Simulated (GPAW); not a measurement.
The system is Co.

```
CELL_PARAMETERS angstrom
2.47200 0.00000 0.00000
-1.23600 2.14081 0.00000
0.00000 0.00000 4.02114
ATOMIC_POSITIONS crystal
Co 0.66667 0.33333 0.75000
Co 0.33333 0.66667 0.25000
```

Base run:

```yaml
Program: GPAW 26.7.0
Functional: PBEsol
Potentials_or_basis: PAW data sets generated in the run's folder for this functional
Cutoff: 600 eV
Basis: pw
k_mesh: 10 × 10 × 6
Occupations: fermi-dirac, width 0.05 eV
Spin: collinear spin, ferromagnetic start
Starting_moments: "[2.0, 2.0] μB"
Hubbard_terms: Co d U = 6 eV
```

Its results: pressure 9.0 GPa; net moment 4.12 μB per cell; site moments Co +2.28 μB.

**Question.** After a change of settings the same cell gave: pressure -2.2 GPa; net moment 3.50 μB per cell; site moments Co +1.88 μB. Which change was it?
A. hubbard terms from Co d U = 6 eV to Co d U = 2 eV
B. hubbard terms from Co d U = 6 eV to Co d U = 4 eV
C. hubbard terms from Co d U = 6 eV to none

**Answer.** A.

Caveats: the U is typed as a test and isn't derived for this compound.

Not every run made on this cell is shown here.
